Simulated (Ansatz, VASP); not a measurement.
# LiF: VASP beside Ansatz

```
Li F
1.0
     3.06094    0.00000    0.00000
    -1.53047    2.65085    0.00000
     0.00000    0.00000    4.80732
Li F
2 2
Direct
  0.33333 0.66667 0.38115
  0.66667 0.33333 0.88115
  0.33333 0.66667 0.99384
  0.66667 0.33333 0.49384
```

Measurements of this composition are mostly on another form, of space group No. 225.

Alike in both runs: task single point; functional PBEsol; k mesh 9 × 9 × 6; occupations gaussian, width 0.05 eV; no spin polarisation.

|  | VASP | Ansatz |
| --- | --- | --- |
| version | VASP 6.6.1 | Ansatz 0.2.0 |
| potentials or method | VASP PAW PBE potentials, release 64 (Li_sv, F) | scalar-relativistic, plane waves, PAW |
| plane-wave cutoff (eV) | 520 | 420 |
| valence electrons in the cell | 20 | 20 |

VASP gave:

```
gap on the k mesh at the Fermi level (eV) : 7.74
least direct gap on the mesh (eV)         : 7.74
```

Q: Estimate Ansatz's values.

A: gap on the k mesh at the Fermi level (eV): 7.75; least direct gap on the mesh (eV): 7.75.

Caveats: an odd mesh through Γ misses points on the zone boundary, where band edges often lie.
